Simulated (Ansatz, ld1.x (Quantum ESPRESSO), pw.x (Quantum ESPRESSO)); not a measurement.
What a changed setting does to a pw.x run (diamond Mg)

Potential: norm-conserving Troullier–Martins (Kleinman–Bylander form), ld1.x (Quantum ESPRESSO) 7.5, PBE; core [Ne], reference 3s1.5 3p0.5; waves: 3s (bound): rc 2.40 bohr; 3p (bound): rc 2.05 bohr; 3d channel at 0.4 Ry: rc 2.55 bohr; local part: all-electron potential smoothed inside 2.15 bohr (lloc = -1); core correction: Bessel-smoothed model core, default radius (core density twice the valence density).

The reference run (k-mesh 8³, cutoffs 50/200 Ry, Fermi–Dirac 0.01 Ry, mixing_beta 0.4, conv_thr 1e-9, no spin) gives -0.06 GPa at 40.566 Å³/atom, where all-electron LAPW gives -0.01 GPa. This run, with its own iteration cap, changes k-mesh points per axis to 3.

```
&control
  calculation='scf', prefix='x', pseudo_dir='./', outdir='./tmp', tstress=.true., disk_io='none'
/
&system
  ibrav=0, nat=2, ntyp=1, ecutwfc=50, ecutrho=200, nbnd=9,
  occupations='smearing', smearing='fd', degauss=0.01
/
&electrons
  conv_thr=1e-09, mixing_beta=0.4, electron_maxstep=50
/
ATOMIC_SPECIES
Mg 1.0 Mg.UPF
CELL_PARAMETERS angstrom
  0.00000000 3.43600718 3.43600718
  3.43600718 0.00000000 3.43600718
  3.43600718 3.43600718 0.00000000
ATOMIC_POSITIONS crystal
Mg 0.0000 0.0000 0.0000
Mg 0.2500 0.2500 0.2500
K_POINTS automatic
3 3 3 0 0 0
```

```bash
pw.x < Mg.scf.in > Mg.scf.out
```

Q: How does the run end?

A: It converges in 5 iterations; the free energy moves by -6.8 meV/atom and the pressure by -0.43 GPa.

```
Message from routine setup:
     using ibrav=0 with symmetry is DISCOURAGED, use correct ibrav instead
     lattice parameter (alat)  =       9.1826  a.u.
     unit-cell volume          =     547.5059 (a.u.)^3
     number of electrons       =         4.00
     number of Kohn-Sham states=            9
     kinetic-energy cutoff     =      50.0000  Ry
     charge density cutoff     =     200.0000  Ry
     scf convergence threshold =      1.0E-09
     Exchange-correlation= PBE
     number of k points=     4  Fermi-Dirac smearing, width (Ry)=  0.0100
     iteration #  1     ecut=    50.00 Ry     beta= 0.40
     total energy              =     -10.20164470 Ry
     estimated scf accuracy    <       0.00156782 Ry
     iteration #  2     ecut=    50.00 Ry     beta= 0.40
     total energy              =     -10.20185440 Ry
     estimated scf accuracy    <       0.00060685 Ry
     iteration #  3     ecut=    50.00 Ry     beta= 0.40
     total energy              =     -10.20187674 Ry
     estimated scf accuracy    <       0.00000633 Ry
     iteration #  4     ecut=    50.00 Ry     beta= 0.40
     total energy              =     -10.20187789 Ry
     estimated scf accuracy    <       0.00000012 Ry
     iteration #  5     ecut=    50.00 Ry     beta= 0.40
     the Fermi energy is     0.2284 ev
!    total energy              =     -10.20187792 Ry
     estimated scf accuracy    <          6.7E-10 Ry
     smearing contrib. (-TS)   =      -0.00941992 Ry
     The total energy is F=E-TS. E is the sum of the following terms:
     one-electron contribution =       1.43560589 Ry
     hartree contribution      =       0.11190806 Ry
     xc contribution           =      -8.42150298 Ry
     ewald contribution        =      -3.31846896 Ry
     convergence has been achieved in   5 iterations
          total   stress  (Ry/bohr**3)                   (kbar)     P=       -4.88
     Message from routine punch:
     Nothing written, as per user request (disk_io='none')
```

The run took about 1.7 s on one core of a shared host (Neoverse-V2, 96 threads, 742 GiB, load 36).
